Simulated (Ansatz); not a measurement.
Sensitivity of the gradients in Al2O3 to the input

Cell: a computed structure from the Materials Project (it need not be an observed phase).

```
CELL_PARAMETERS angstrom
7.08994 0.00000 0.00000
0.00000 4.84693 0.00000
0.00000 0.00000 4.98540
ATOMIC_POSITIONS crystal
Al 0.39039 0.25215 0.03051
Al 0.60960 0.25215 0.46949
Al 0.10960 0.24785 0.53051
Al 0.89040 0.24785 0.96949
Al 0.60960 0.74785 0.96949
Al 0.39039 0.74785 0.53051
Al 0.89040 0.75215 0.46949
Al 0.10960 0.75215 0.03051
O 0.65400 0.10702 0.10198
O 0.34600 0.10702 0.39802
O 0.84600 0.39298 0.60198
O 0.15400 0.39298 0.89802
O 0.34600 0.89298 0.89802
O 0.65400 0.89298 0.60198
O 0.15400 0.60702 0.39802
O 0.84600 0.60702 0.10198
O 0.00000 0.04940 0.25000
O 0.50000 0.45060 0.75000
O 0.00000 0.95060 0.75000
O 0.50000 0.54940 0.25000
```

Sites (sets of like atoms) are named by element and the number of their first atom in this list.

Reference run. Level of theory: DFT, PBE, plane waves and PAW, scalar-relativistic, 420 eV cutoff, Γ-centred 3×5×5 k-points, Fermi–Dirac smearing 0.02 eV (Ansatz 0.2.0).

**Question.** The input is changed as follows: `kpoints.mp_grid.grid`: [3, 5, 5] → [1, 2, 2]. What happens to V_zz (10²¹ V/m²) and η?

**Answer.** 

| site | atom | V_zz reference | η reference | V_zz changed | η changed |
| --- | --- | --- | --- | --- | --- |
| Al | 1 | 1.29 | 0.68 | 1.29 | 0.66 |
| O9 | 9 | -3.93 | 0.22 | -3.81 | 0.22 |
| O17 | 17 | -2.93 | 0.30 | -2.92 | 0.36 |

The largest change of V_zz is on O9, from -3.93 to -3.81. In per cent, |V_zz| changes by 0 on Al, -3 to 0 on O (all sites that start above 0.5). SCF iterations: 6 and 7. In the changed run the k-mesh is coarser than the standard one, so its values aren't converged ones.
